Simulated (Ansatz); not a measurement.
Set up this calculation in Ansatz 0.2.0, as the native input.

```
Task                                : band structure
Functional                          : PBE
Potentials or basis                 : Ansatz PAW
Cutoff                              : 420 eV (not typed: the program's choice for these potentials)
k mesh                              : 7 × 7 × 6
Occupations                         : fermi-dirac, width 0.05 eV
Spin                                : no spin polarisation
Path                                : [["G", "X", "M", "G", "Z", "R", "A", "Z"], ["X", "R"], ["M", "A"]]
Points for each segment of the path : 14
```

Crystal: SnO.

```
Sn O
1.0
     3.81370    0.00000    0.00000
     0.00000    3.81370    0.00000
     0.00000    0.00000    4.88691
Sn O
2 2
Direct
  0.50000 0.00000 0.76463
  0.00000 0.50000 0.23537
  0.00000 0.00000 0.00000
  0.50000 0.50000 0.00000
```

The cell is a database's computed one.

One way to write it, as run:

input.yaml

```yaml
crystal:
  lattice:
    - [3.81369522, 0.0, 0.0]
    - [0.0, 3.81369522, 0.0]
    - [0.0, 0.0, 4.8869133]
  atoms:
    - { symbol: Sn, position: [0.5, 0.0, 0.76462614] }
    - { symbol: Sn, position: [0.0, 0.5, 0.23537386] }
    - { symbol: O, position: [0.0, 0.0, 0.0] }
    - { symbol: O, position: [0.5, 0.5, 0.0] }
hamiltonian:
  xc: pbe
  pseudopotentials: { kind: paw }
kpoints:
  mp_grid: { grid: [7, 7, 6] }
  band_path:
    path:
      - [[0.0, 0.0, 0.0], [0.0, 0.5, 0.0], [0.5, 0.5, 0.0], [0.0, 0.0, 0.0], [0.0, 0.0, 0.5], [0.0, 0.5, 0.5], [0.5, 0.5, 0.5], [0.0, 0.0, 0.5]]
      - [[0.0, 0.5, 0.0], [0.0, 0.5, 0.5]]
      - [[0.5, 0.5, 0.0], [0.5, 0.5, 0.5]]
    npoints: 14
scf:
  occupations: { method: fermi_dirac, width: 0.05 }
  n_extra_bands: 10
output:
  forces: true
  stress: true
  eigenvalues: true
  fatbands: false
```

Potentials or basis: Ansatz PAW.

Command:

```console
$ ansatz run input.yaml --threads 2 --pin off --max-ram 5632MiB --backend cpu --events-out ev --progress --plain --runs-dir out
```

It gave:

```json
{
  "Pressure": "3.6 GPa",
  "Largest force": "0.371 eV/Å",
  "Band gap on the k mesh": "0.37 eV, indirect (least direct gap 2.07 eV)",
  "Band gap along the path": "0.14 eV, indirect (least direct gap 2.04 eV)"
}
```

Caveat: the k mesh misses the band edges, so the gap on the mesh is wider than the one along the path; the pressure holds a Pulay correction of +0.5 GPa for the finite cutoff; spin-orbit coupling is left out, which moves the levels of the heavy elements.

It took 5.6 s on 2 threads of Arm Neoverse V2 (shared host), peak memory 0.37 GiB.
